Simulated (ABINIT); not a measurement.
Set up this calculation in ABINIT 10.8.3 (patched build), as the native input.

```yaml
Task: equation of state
Functional: r2SCAN
Potentials_or_basis: JTH PAW PBE v2.0
Cutoff: 653 eV
k_mesh: 7 × 7 × 7
Occupations: fermi-dirac, width 0.05 eV
Spin: no spin polarisation
Fine-grid_cutoff: 1251.72 eV
```

Crystal: BaS.

```xyz
2
Lattice="0.0000 3.1938 3.1938 3.1938 0.0000 3.1938 3.1938 3.1938 0.0000" Properties=species:S:1:pos:R:3 pbc="T T T"
Ba    0.0000    0.0000    0.0000
S     3.1938    3.1938    3.1938
```

The input as run:

run.abi

```
# Datasets: one volume each
ndtset 7
scalecart1 3*0.9795861087
scalecart2 3*0.9864848297
scalecart3 3*0.9932883884
scalecart4 3*1.0000000000
scalecart5 3*1.0066227096
scalecart6 3*1.0131594038
scalecart7 3*1.0196128224

# Pseudopotentials
pp_dirpath "./"
pseudos "Ba.GGA_PBE-JTH.xml, S.GGA_PBE-JTH.xml"

# Structure
acell 4.5166445648 4.5166445648 4.5166445648 Angstrom
rprim
     0.0000000000     0.7071067812     0.7071067812
     0.7071067812     0.0000000000     0.7071067812
     0.7071067812     0.7071067812     0.0000000000
ntypat 2
znucl 56 16
natom 2
typat 1 2
xred
     0.0000000000     0.0000000000     0.0000000000
     0.5000000000     0.5000000000     0.5000000000

# Plane-wave basis
ecut 24.0
pawecutdg 46.0

# k points
kptopt 1
ngkpt 7 7 7
nshiftk 1
shiftk 0.0 0.0 0.0

# Exchange and correlation
ixc -497498
usekden 1
pawxcdev 0

# Bands and occupations
nband 12
occopt 3
tsmear 0.05 eV

# SCF cycle
nstep 100
tolvrs 1.0e-7

# Output
iomode 3
prtwf 0
prtden 0
prteig 0
prtebands 0
enunit 1
```

Potentials or basis: JTH PAW PBE v2.0.

Command:

```sh
$ mpirun --bind-to none -np 4 abinit run.abi > log 2>&1
```

Results of the run:

The equilibrium volume is 33.52 Å³/atom (rough: see the caveat). The bulk modulus is 44 GPa (rough).

Caveat: this set's barium file shifts pressures by 1.5 GPa and gaps by 0.1 eV against other sets; pressures at fixed basis lie under the slope of the energies; the PAW data sets were made with another functional, which shifts forces and pressure a little; the fit is rough or its minimum lies at the end of the range.

It took 2.7 min on 4 MPI ranks on Arm Neoverse V1, with other jobs on the host, peak memory 0.76 GiB a rank.
